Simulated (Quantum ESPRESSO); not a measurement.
# Pb (C2/m) in Quantum ESPRESSO: notebook

Runs on Pb. Level: LDA. Tasks: single point, equation of state.

Everything below comes from runs of Quantum ESPRESSO 7.5. Logs are shortened: lines on timing, memory, paths and dates and some standing lists are left out, and cuts for length are marked.

## Step 1: The structure

The structure is monoclinic, space group C2/m (No. 12). Conventional cell: a = 6.077 Å, b = 3.501 Å, c = 6.452 Å, α = 90.00°, β = 109.14°, γ = 90.00°. Around Pb (site symmetry m) lie 10 Pb at 3.34 to 3.51 Å.

This isn't the form of Pb at room conditions, which is fcc.

## Step 2: Single point, LDA, 30.47 Å³/atom

File pw.in:

```
&CONTROL
  calculation = 'scf'
  prefix = 'pwscf'
  outdir = './tmp'
  pseudo_dir = './pseudo'
  tprnfor = .true.
  tstress = .true.
  disk_io = 'nowf'
/
&SYSTEM
  ibrav = 0
  nat = 2
  ntyp = 1
  ecutwfc = 45
  ecutrho = 360
  nbnd = 21
  occupations = 'smearing'
  smearing = 'fd'
  degauss = 0.00367493
/
&ELECTRONS
  conv_thr = 4d-10
  electron_maxstep = 120
  mixing_beta = 0.5
/
ATOMIC_SPECIES
Pb   207.2000 pb_lda_v1.uspp.F.UPF
CELL_PARAMETERS angstrom
   2.9765770244   -1.7145891186    0.0000000000
   2.9765770244    1.7145891186    0.0000000000
  -2.0722778132    0.0000000000    5.9707976096
ATOMIC_POSITIONS crystal
Pb     0.9085084100    0.9085084100    0.7262922000
Pb     0.0914915900    0.0914915900    0.2737078000
K_POINTS automatic
9 9 5 0 0 0
```

Potentials or basis: GBRV 1.5 LDA.

The run is started by

```
OMP_NUM_THREADS=1 mpirun -n 2 pw.x -nk 2 -in pw.in > pw.out
```

pw.out:

```text
This program is part of the open-source Quantum ESPRESSO suite
     for quantum simulation of materials; please cite
         "P. Giannozzi et al., J. Phys.:Condens. Matter 21 395502 (2009);
         "P. Giannozzi et al., J. Phys.:Condens. Matter 29 465901 (2017);
         "P. Giannozzi et al., J. Chem. Phys. 152 154105 (2020);
     in publications or presentations arising from this work. More details at

     Message from routine setup:
     using ibrav=0 with symmetry is DISCOURAGED, use correct ibrav instead

     K-points division:     npool     =       2
     Subspace diagonalization in iterative solution of the eigenvalue problem:
     a serial algorithm will be used

     G-vector sticks info
     --------------------
     sticks:   dense  smooth     PW     G-vecs:    dense   smooth      PW
     Sum        1039     513    163                47465    16733    3055

     Using Slab Decomposition

     bravais-lattice index     =            0
     lattice parameter (alat)  =       6.4914  a.u.
     unit-cell volume          =     411.2786 (a.u.)^3
     number of atoms/cell      =            2
     number of atomic types    =            1
     number of electrons       =        28.00
     number of Kohn-Sham states=           21
     kinetic-energy cutoff     =      45.0000  Ry
     charge density cutoff     =     360.0000  Ry
     scf convergence threshold =      4.0E-10
     mixing beta               =       0.5000
     number of iterations used =            8  plain     mixing
     Exchange-correlation= SLA  PZ   NOGX NOGC
                           (   1   1   0   0   0   0   0)

     celldm(1)=   6.491375  celldm(2)=   0.000000  celldm(3)=   0.000000
     celldm(4)=   0.000000  celldm(5)=   0.000000  celldm(6)=   0.000000

     crystal axes: (cart. coord. in units of alat)
               a(1) = (   0.866521  -0.499140   0.000000 )
               a(2) = (   0.866521   0.499140   0.000000 )
               a(3) = (  -0.603268   0.000000   1.738179 )

     reciprocal axes: (cart. coord. in units 2 pi/alat)
               b(1) = (  0.577020 -1.001723  0.200266 )
               b(2) = (  0.577020  1.001723  0.200266 )
               b(3) = ( -0.000000  0.000000  0.575315 )

     PseudoPot. # 1 for Pb read from file:
     pb_lda_v1.uspp.F.UPF
     Pseudo is Ultrasoft + core correction, Zval = 14.0
     Generated by new atomic code, or converted to UPF format
     Using radial grid of  899 points,  6 beta functions with:
                l(1) =   0
                l(2) =   0
                l(3) =   1
                l(4) =   1
                l(5) =   2
                l(6) =   2
     Q(r) pseudized with  6 coefficients,  rinner =    1.000   1.000   1.000
                                                       1.000   1.000

     atomic species   valence    mass     pseudopotential
     Pb               14.00   207.20000     Pb( 1.00)

      4 Sym. Ops., with inversion, found

   Cartesian axes

     site n.     atom                  positions (alat units)
         1        Pb     tau(   1) = (   1.1363353   0.0000000   1.2624260  )
         2        Pb     tau(   2) = (  -0.0065603   0.0000000   0.4757532  )

     number of k points=   115  Fermi-Dirac smearing, width (Ry)=  0.0037

     Number of k-points >= 100: set verbosity='high' to print them.

     Dense  grid:    47465 G-vectors     FFT dimensions: (  40,  40,  75)

     Smooth grid:    16733 G-vectors     FFT dimensions: (  27,  27,  54)

     Check: negative core charge=   -0.000002

     Initial potential from superposition of free atoms

     starting charge      27.9964, renormalised to      28.0000

     negative rho (up, down):  3.257E-02 0.000E+00
     Starting wfcs are   18 randomized atomic wfcs +    3 random wfcs

     Self-consistent Calculation

     iteration #  1     ecut=    45.00 Ry     beta= 0.50
     Davidson diagonalization with overlap
     ethr =  1.00E-02,  avg # of iterations =  4.9

     Threshold (ethr) on eigenvalues was too large:
     Diagonalizing with lowered threshold

     Davidson diagonalization with overlap
     c_bands:  3 eigenvalues not converged
     c_bands:  1 eigenvalues not converged
     c_bands:  1 eigenvalues not converged
     ethr =  2.58E-05,  avg # of iterations =  6.1

     negative rho (up, down):  3.280E-02 0.000E+00

     total energy              =    -328.04976239 Ry
     estimated scf accuracy    <       0.00735513 Ry

     iteration #  2     ecut=    45.00 Ry     beta= 0.50
     Davidson diagonalization with overlap
     c_bands:  1 eigenvalues not converged
     ethr =  2.63E-05,  avg # of iterations =  2.2

     negative rho (up, down):  3.307E-02 0.000E+00

     total energy              =    -328.05084219 Ry
     estimated scf accuracy    <       0.00115640 Ry

     iteration #  3     ecut=    45.00 Ry     beta= 0.50
     Davidson diagonalization with overlap
     c_bands:  3 eigenvalues not converged
     c_bands:  2 eigenvalues not converged
     c_bands:  2 eigenvalues not converged
     ethr =  4.13E-06,  avg # of iterations =  3.9

     negative rho (up, down):  3.331E-02 0.000E+00

     total energy              =    -328.05108422 Ry
     estimated scf accuracy    <       0.00028145 Ry

     iteration #  4     ecut=    45.00 Ry     beta= 0.50
     Davidson diagonalization with overlap
     c_bands:  2 eigenvalues not converged
     c_bands:  3 eigenvalues not converged
     c_bands:  1 eigenvalues not converged
     c_bands:  2 eigenvalues not converged
     c_bands:  2 eigenvalues not converged
     c_bands:  2 eigenvalues not converged
     c_bands:  1 eigenvalues not converged
     c_bands:  1 eigenvalues not converged
     c_bands:  2 eigenvalues not converged
     c_bands:  3 eigenvalues not converged
     c_bands:  2 eigenvalues not converged
     c_bands:  3 eigenvalues not converged
     ethr =  1.01E-06,  avg # of iterations =  9.2

     negative rho (up, down):  3.358E-02 0.000E+00

     total energy              =    -328.05115798 Ry
     estimated scf accuracy    <       0.00001604 Ry

     iteration #  5     ecut=    45.00 Ry     beta= 0.50
     Davidson diagonalization with overlap
     c_bands:  3 eigenvalues not converged
     c_bands:  1 eigenvalues not converged
     c_bands:  1 eigenvalues not converged
     c_bands:  2 eigenvalues not converged
     ethr =  5.73E-08,  avg # of iterations =  9.8

     negative rho (up, down):  3.371E-02 0.000E+00

     total energy              =    -328.05117165 Ry
     estimated scf accuracy    <       0.00000060 Ry

     iteration #  6     ecut=    45.00 Ry     beta= 0.50
     Davidson diagonalization with overlap
     c_bands:  2 eigenvalues not converged
     c_bands:  1 eigenvalues not converged
     c_bands:  2 eigenvalues not converged
     ethr =  2.14E-09,  avg # of iterations =  6.0

     negative rho (up, down):  3.372E-02 0.000E+00

     total energy              =    -328.05117193 Ry
     estimated scf accuracy    <       0.00000002 Ry

     iteration #  7     ecut=    45.00 Ry     beta= 0.50
     Davidson diagonalization with overlap
     ethr =  5.66E-11,  avg # of iterations =  4.6

     negative rho (up, down):  3.372E-02 0.000E+00

     total energy              =    -328.05117194 Ry
     estimated scf accuracy    <          8.0E-10 Ry

     iteration #  8     ecut=    45.00 Ry     beta= 0.50
     Davidson diagonalization with overlap
     c_bands:  2 eigenvalues not converged
     ethr =  2.86E-12,  avg # of iterations =  3.8

     negative rho (up, down):  3.372E-02 0.000E+00

     End of self-consistent calculation

     Number of k-points >= 100: set verbosity='high' to print the bands.

     the Fermi energy is    10.7579 ev

!    total energy              =    -328.05117194 Ry
     estimated scf accuracy    <          5.4E-11 Ry
     smearing contrib. (-TS)   =      -0.00056339 Ry
     internal energy E=F+TS    =    -328.05060855 Ry

     The total energy is F=E-TS. E is the sum of the following terms:
     one-electron contribution =     -66.90827917 Ry
     hartree contribution      =      54.67952255 Ry
     xc contribution           =    -126.25828311 Ry
     ewald contribution        =    -189.56356882 Ry

     convergence has been achieved in   8 iterations

     negative rho (up, down):  3.372E-02 0.000E+00

     Forces acting on atoms (cartesian axes, Ry/au):

     atom    1 type  1   force =     0.00111751   -0.00000000   -0.00259388
     atom    2 type  1   force =    -0.00111751    0.00000000    0.00259388

     Total force =     0.003994     Total SCF correction =     0.000007

     Computing stress (Cartesian axis) and pressure

     negative rho (up, down):  3.372E-02 0.000E+00
          total   stress  (Ry/bohr**3)                   (kbar)     P=       -9.36
  -0.00006493   0.00000000   0.00000174           -9.55        0.00        0.26
   0.00000000  -0.00005919   0.00000000            0.00       -8.71        0.00
   0.00000174  -0.00000000  -0.00006678            0.26       -0.00       -9.82

=------------------------------------------------------------------------------=
   JOB DONE.
=------------------------------------------------------------------------------=
```

Run time: 54 s. Hardware: 2 MPI ranks of Arm Neoverse V1, shared host; peak memory 0.34 GiB.

What came out:

```
Free energy            : -4463.3636 eV
Pressure               : -0.9 GPa
Largest force          : 0.073 eV/Å
Band gap on the k mesh : none (metal or under the smearing width)
```

## Step 3: Single point, LDA, 31.12 Å³/atom

pw.in, as its differences from that of step 2:

```diff
@@ -28,5 +28,5 @@
 CELL_PARAMETERS angstrom
-   2.9765770244   -1.7145891186    0.0000000000
-   2.9765770244    1.7145891186    0.0000000000
-  -2.0722778132    0.0000000000    5.9707976096
+   2.9975395250   -1.7266640877    0.0000000000
+   2.9975395250    1.7266640877    0.0000000000
+  -2.0868717998    0.0000000000    6.0128468655
 ATOMIC_POSITIONS crystal
```

Potentials or basis: GBRV 1.5 LDA.

The run is started by

```
OMP_NUM_THREADS=1 mpirun -n 2 pw.x -nk 2 -in pw.in > pw.out
```

It took 55 s on 2 MPI ranks of Arm Neoverse V1, shared host; peak memory 0.34 GiB.

It converged, with:

| Quantity | Value |
| --- | --- |
| Free energy | -4463.3531 eV |
| Pressure | -1.9 GPa |
| Largest force | 0.111 eV/Å |
| Band gap on the k mesh | none (metal or under the smearing width) |

## Step 4: Single point, LDA, 31.77 Å³/atom

pw.in, as its differences from that of step 3:

```diff
@@ -28,5 +28,5 @@
 CELL_PARAMETERS angstrom
-   2.9975395250   -1.7266640877    0.0000000000
-   2.9975395250    1.7266640877    0.0000000000
-  -2.0868717998    0.0000000000    6.0128468655
+   3.0182128647   -1.7385724922    0.0000000000
+   3.0182128647    1.7385724922    0.0000000000
+  -2.1012644739    0.0000000000    6.0543160853
 ATOMIC_POSITIONS crystal
```

The run is started by

```
OMP_NUM_THREADS=1 mpirun -n 2 pw.x -nk 2 -in pw.in > pw.out
```

Wall time 54 s (2 MPI ranks of Arm Neoverse V1, shared host); peak memory 0.34 GiB.

Results (log left out):

* Free energy: -4463.3355 eV
* Pressure: -2.7 GPa
* Largest force: 0.147 eV/Å
* Band gap on the k mesh: none (metal or under the smearing width)

## Step 5: Single point, LDA, 32.42 Å³/atom

pw.in, as its differences from that of step 4:

```diff
@@ -28,5 +28,5 @@
 CELL_PARAMETERS angstrom
-   3.0182128647   -1.7385724922    0.0000000000
-   3.0182128647    1.7385724922    0.0000000000
-  -2.1012644739    0.0000000000    6.0543160853
+   3.0386068135   -1.7503199600    0.0000000000
+   3.0386068135    1.7503199600    0.0000000000
+  -2.1154626375    0.0000000000    6.0952248674
 ATOMIC_POSITIONS crystal
```

The run is started by

```
OMP_NUM_THREADS=1 mpirun -n 2 pw.x -nk 2 -in pw.in > pw.out
```

It took 56 s on 2 MPI ranks of Arm Neoverse V1, shared host; peak memory 0.36 GiB.

It converged, with:

```
Free energy            : -4463.3117 eV
Pressure               : -3.4 GPa
Largest force          : 0.180 eV/Å
Band gap on the k mesh : none (metal or under the smearing width)
```

## Step 6: Single point, LDA, 33.07 Å³/atom

pw.in, as its differences from that of step 5:

```diff
@@ -28,5 +28,5 @@
 CELL_PARAMETERS angstrom
-   3.0386068135   -1.7503199600    0.0000000000
-   3.0386068135    1.7503199600    0.0000000000
-  -2.1154626375    0.0000000000    6.0952248674
+   3.0587306239   -1.7619118207    0.0000000000
+   3.0587306239    1.7619118207    0.0000000000
+  -2.1294727321    0.0000000000    6.1355917714
 ATOMIC_POSITIONS crystal
```

Potentials or basis: GBRV 1.5 LDA.

The run is started by

```
OMP_NUM_THREADS=1 mpirun -n 2 pw.x -nk 2 -in pw.in > pw.out
```

Run time: 62 s. Hardware: 2 MPI ranks of Arm Neoverse V1, shared host; peak memory 0.36 GiB.

It converged, with:

```
Free energy            : -4463.2825 eV
Pressure               : -4.0 GPa
Largest force          : 0.212 eV/Å
Band gap on the k mesh : none (metal or under the smearing width)
```

## Step 7: Single point, LDA, 33.71 Å³/atom

pw.in, as its differences from that of step 6:

```diff
@@ -28,5 +28,5 @@
 CELL_PARAMETERS angstrom
-   3.0587306239   -1.7619118207    0.0000000000
-   3.0587306239    1.7619118207    0.0000000000
-  -2.1294727321    0.0000000000    6.1355917714
+   3.0785930676   -1.7733531272    0.0000000000
+   3.0785930676    1.7733531272    0.0000000000
+  -2.1433008646    0.0000000000    6.1754343928
 ATOMIC_POSITIONS crystal
```

The run is started by

```
OMP_NUM_THREADS=1 mpirun -n 2 pw.x -nk 2 -in pw.in > pw.out
```

Run time: 58 s. Hardware: 2 MPI ranks of Arm Neoverse V1, shared host; peak memory 0.36 GiB.

Results (log left out):

| Item | Value |
| --- | --- |
| Free energy | -4463.2484 eV |
| Pressure | -4.6 GPa |
| Largest force | 0.239 eV/Å |
| Band gap on the k mesh | none (metal or under the smearing width) |

## Step 8: Single point, LDA, 34.36 Å³/atom

pw.in, as its differences from that of step 7:

```diff
@@ -28,5 +28,5 @@
 CELL_PARAMETERS angstrom
-   3.0785930676   -1.7733531272    0.0000000000
-   3.0785930676    1.7733531272    0.0000000000
-  -2.1433008646    0.0000000000    6.1754343928
+   3.0982024693   -1.7846486746    0.0000000000
+   3.0982024693    1.7846486746    0.0000000000
+  -2.1569528306    0.0000000000    6.2147694303
 ATOMIC_POSITIONS crystal
```

The run is started by

```
OMP_NUM_THREADS=1 mpirun -n 2 pw.x -nk 2 -in pw.in > pw.out
```

Run time: 64 s. Hardware: 2 MPI ranks of Arm Neoverse V1, shared host; peak memory 0.38 GiB.

It converged, with:

- Free energy: -4463.2101 eV
- Pressure: -5.1 GPa
- Largest force: 0.266 eV/Å
- Band gap on the k mesh: none (metal or under the smearing width)

## Step 9: Equation of state, LDA

Potentials or basis: GBRV 1.5 LDA.

No new run: the results of the series are fitted here.

What came out:

* Equilibrium volume: 29.96 Å³/atom (rough: see the caveat)
* Bulk modulus at fixed shape and positions: 51 GPa (rough)

Energy against volume, from the lowest point:
```
volume (Å³/atom)  energy (meV/atom)
          30.473               0.00
          31.121               5.25
          31.769              14.03
          32.418              25.93
          33.066              40.56
          33.714              57.61
          34.363              76.76
```

Caveat: the minimum lies outside the volumes run; the cell was scaled at fixed shape and fractional positions, which overstates the stiffness of a crystal with free parameters, most of all of layers and chains. Spin-orbit coupling is left out, which matters for the levels of Pb.
